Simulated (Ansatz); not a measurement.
InN (zinc blende)

```
InN
1.0
    0.00000     2.49330     2.49330
    2.49330     0.00000     2.49330
    2.49330     2.49330     0.00000
N In
1 1
Direct
  0.75000   0.75000   0.75000
  0.00000   0.00000   0.00000
```

The slice is a {100} plane (indices of the conventional cell) through the point (0.000, 0.000, 0.000) (fractional), spanned by u = [100] and v = [0 1 -1] in vectors of this cell: u (3.53 Å) and v (3.53 Å, at 90° to u). It covers one period; positions are fractions (u, v).

The numbers are results of PBEsol (plane waves to 420 eV, PAW, scalar-relativistic; Ansatz, a program for electronic structure), not measurements. k mesh 11×11×11. Inside the PAW spheres the values are not all-electron values, and peaks at nuclei hang on which shells count as valence. At this level the bands of InN touch or barely overlap; measurements give the solid a gap. InN was relaxed with its symmetry unable to fall.

Three fields on this plane, each scaled to ten steps between its own extremes (0 low, 9 high; the total valence density on a logarithmic scale, the potential cut 8 eV below its top; x marks points blanked near nuclei; v = 0 in the bottom row):

Map A
```
|xxxxxxxxx001467777764100xxxxxxxx|
|xxxxxxxx00024677877642000xxxxxxx|
|xxxxxxxx00025678877652000xxxxxxx|
|xxxxxxxx00035678887653000xxxxxxx|
|xxxxxxx0002467888887642000xxxxxx|
|xxxxxx000035678888876530000xxxxx|
|xxxxx00002467888988876420000xxxx|
|xx00000024567889998876542000000x|
|00000002456788999998876542000000|
|00000234567889999999887654320000|
|11223456678899999999988766543221|
|44455667788999999999998877665544|
|56666778889999999999999888776666|
|77777888899999999999999988887777|
|77778888999999999999999998888777|
|77888889999999999999999999888887|
|77778888999999999999999998888777|
|77777888899999999999999988887777|
|56666778889999999999999888776666|
|44455667788999999999998877665544|
|11223456678899999999988766543221|
|00000234567889999999887654320000|
|00000002456788999998876542000000|
|xx00000024567889998876542000000x|
|xxxxx00002467888988876420000xxxx|
|xxxxxx000035678888876530000xxxxx|
|xxxxxxx0002467888887642000xxxxxx|
|xxxxxxxx00035678887653000xxxxxxx|
|xxxxxxxx00025678877652000xxxxxxx|
|xxxxxxxx00024677877642000xxxxxxx|
|xxxxxxxxx001467777764100xxxxxxxx|
|xxxxxxxxx001467777754100xxxxxxxx|
```

Map B
```
|xxxxxxxxx544578999875445xxxxxxxx|
|xxxxxxxx54445789998754445xxxxxxx|
|xxxxxxxx54445678887654445xxxxxxx|
|xxxxxxxx54445567776554445xxxxxxx|
|xxxxxxx5443445566655443445xxxxxx|
|xxxxxx554333444444444333455xxxxx|
|xxxxx55433333333333333333455xxxx|
|xx55544333322222222222333344555x|
|55444433322211111111122233344445|
|44444333322111111111112233334444|
|44444433221100000000011223344444|
|55555443211000000000001123445555|
|77765543211000000000001123455677|
|88876543211000000000001123456788|
|99987643211000000000001123467899|
|99987643211000000000001123467899|
|99987643211000000000001123467899|
|88876543211000000000001123456788|
|77765543211000000000001123455677|
|55555443211000000000001123445555|
|44444433221100000000011223344444|
|44444333322111111111112233334444|
|55444433322211111111122233344445|
|xx55544333322222222222333344555x|
|xxxxx55433333333333333333455xxxx|
|xxxxxx554333444444444333455xxxxx|
|xxxxxxx5443445566655443445xxxxxx|
|xxxxxxxx54445567776554445xxxxxxx|
|xxxxxxxx54445678887654445xxxxxxx|
|xxxxxxxx54445789998754445xxxxxxx|
|xxxxxxxxx544578999875445xxxxxxxx|
|xxxxxxxxx544578999875445xxxxxxxx|
```

Map C
```
|xxxxxxxxx877666555666778xxxxxxxx|
|xxxxxxxx98766655555666789xxxxxxx|
|xxxxxxxx98766555555566789xxxxxxx|
|xxxxxxxx87665555555556678xxxxxxx|
|xxxxxxx9876554444444556789xxxxxx|
|xxxxxx987655444444444556789xxxxx|
|xxxxx98765544333333344556789xxxx|
|xx99887655443333333334455678899x|
|88887765544332222222334455677888|
|77776655443222211122223445566777|
|77666554432221111111222344556667|
|66665544332211100011122334455666|
|66655443322110000000112233445566|
|66555443322110000000112233445556|
|55555443321100000000011233445555|
|55555443321100000000011233445555|
|55555443321100000000011233445555|
|66555443322110000000112233445556|
|66655443322110000000112233445566|
|66665544332211100011122334455666|
|77666554432221111111222344556667|
|77776655443222211122223445566777|
|88887765544332222222334455677888|
|xx99887655443333333334455678899x|
|xxxxx98765544333333344556789xxxx|
|xxxxxx987655444444444556789xxxxx|
|xxxxxxx9876554444444556789xxxxxx|
|xxxxxxxx87665555555556678xxxxxxx|
|xxxxxxxx98766555555566789xxxxxxx|
|xxxxxxxx98766655555666789xxxxxxx|
|xxxxxxxxx877666555666778xxxxxxxx|
|xxxxxxxxx877666555666778xxxxxxxx|
```

Problem. Assign the maps to these fields: electron localisation function (ELF); valence electron density; electrostatic potential energy of an electron, from the cell's mean.

Solution. A is the electrostatic potential energy of an electron, from the cell's mean; B is the electron localisation function (ELF); C is the valence electron density.
